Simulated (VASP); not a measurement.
## VASP 6.6.1 run: Si

INCAR

```
LWAVE = .FALSE.
NSW = 0
EDIFF = 1E-7
NBANDS = 11
GGA = PS
LASPH = .TRUE.
ISMEAR = 0
IVDW = 12
LREAL = .FALSE.
ISIF = 2
ENCUT = 520
IBRION = -1
NELM = 64
LCHARG = .FALSE.
PREC = Accurate
SIGMA = 0.01
```

KPOINTS

```
KPOINTS created by Atomic Simulation Environment
0
Gamma
12 12 12
0 0 0
```

POSCAR

```
Si
 1.0000000000000000
     0.0000000000000000    2.7221188960354810    2.7221188960354810
     2.7221188960354810   -0.0000000000000000    2.7221188960354810
     2.7221188960354810    2.7221188960354810   -0.0000000000000000
 Si
   2
Cartesian
 -0.0000000000000000  0.0000000000000000 -0.0000000000000000
  1.3610594480177407  1.3610594480177407  1.3610594480177407
```

The recommended PBE PAW datasets give the neutral cell 8 valence electrons.

Command

```
mpirun -np 1 vasp_std
```

Problem. Predict the outcome of this run.

Solution. It converged. Results: gap between bands v and c on the k mesh 0.47 eV; least direct gap on the k mesh 2.51 eV; pressure -2.3 GPa. Band v is the last that the valence electrons fill when counted band by band, and c is the next.

OSZICAR

```
N       E                     dE             d eps       ncg     rms          rms(c)
DAV:   1     0.528464175270E+01    0.52846E+01   -0.32261E+03  1584   0.566E+02
DAV:   2    -0.111996777378E+02   -0.16484E+02   -0.15797E+02  2171   0.832E+01
DAV:   3    -0.117079348327E+02   -0.50826E+00   -0.50706E+00  2021   0.123E+01
DAV:   4    -0.117116543739E+02   -0.37195E-02   -0.37189E-02  1941   0.132E+00
DAV:   5    -0.117116895947E+02   -0.35221E-04   -0.35220E-04  1985   0.117E-01    0.492E+00
DAV:   6    -0.115611670119E+02    0.15052E+00   -0.80373E-02  1832   0.114E+00    0.294E+00
DAV:   7    -0.114923388654E+02    0.68828E-01   -0.14404E-01  1804   0.161E+00    0.176E-01
DAV:   8    -0.114929280418E+02   -0.58918E-03   -0.57923E-03  1821   0.422E-01    0.803E-02
DAV:   9    -0.114929939017E+02   -0.65860E-04   -0.96413E-05  2027   0.644E-02    0.560E-02
DAV:  10    -0.114930047376E+02   -0.10836E-04   -0.10083E-05  1873   0.176E-02    0.610E-03
DAV:  11    -0.114930045422E+02    0.19540E-06   -0.70462E-07  1974   0.415E-03    0.243E-03
DAV:  12    -0.114930044930E+02    0.49138E-07   -0.13588E-07  1786   0.222E-03
   1 F= -.12032020E+02 E0= -.12032020E+02  d E =-.179272E-28
```

Standard output (part)

```
POSCAR found type information on POSCAR Si
 POSCAR found :  1 types and       2 ions
 LDA part: xc-table for (Slater+PW92), standard interpolation
 POSCAR, INCAR and KPOINTS ok, starting setup
 WAVECAR not read
 entering main loop
```

For comparison, a separate PBEsol run of the intended cell, on usual settings and not on those above, gives a gap of 0.51 eV on its mesh and a pressure of -0.4 GPa.
